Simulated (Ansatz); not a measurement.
# Structures of ZnCu: which is lowest?

Plane-wave DFT in Ansatz with scalar-relativistic PAW potentials, cutoff 500 eV, Γ-centred meshes chosen by cell and gap, Gaussian smearing with energies taken to zero width. Every cell was relaxed (cell and atoms) in a run of its own, within the symmetry of its start. Functional: r2SCAN.

Relaxed structures (starts from databases or built by putting these elements on another compound's sites):
A. P6_3/mmc, 4 atoms in the computed cell, a = 3.793 Å, c = 4.809 Å; sites (symmetry × multiplicity) Cu -3m. × 2, Zn -6m2 × 2; start: built
B. Pm-3m, 2 atoms in the computed cell, a = 2.919 Å; sites (symmetry × multiplicity) Zn m-3m × 1, Cu m-3m × 1; start: database
C. P4/mmm, 2 atoms in the computed cell, a = 2.735 Å, c = 3.328 Å; sites (symmetry × multiplicity) Zn 4/mmm × 1, Cu 4/mmm × 1; start: database
D. Fd-3m, 4 atoms in the computed cell, a = 5.844 Å; sites (symmetry × multiplicity) Cu -43m × 8, Zn -43m × 8; start: built

Problem. Rank them by energy. Could pressure change the order?

Solution.
```tsv
structure	group	E − E(lowest) (meV/atom)	V (Å³/atom)	gap on mesh (eV)
B	Pm-3m	0.0	12.43	0.00
C	P4/mmm	5.8	12.45	0.00
D	Fd-3m	40	12.47	0.00
A	P6_3/mmc	283	14.98	0.00
```

B is lowest, 6 meV/atom under C. The two lowest differ in volume by under 3 %, too little for a first-order estimate of what pressure does to that pair (other pairs aren't weighed here); with rigid cells even 3 % in favour of the higher one would need about 2 GPa. Other structures may lie lower than all of these, and vibrations aren't counted.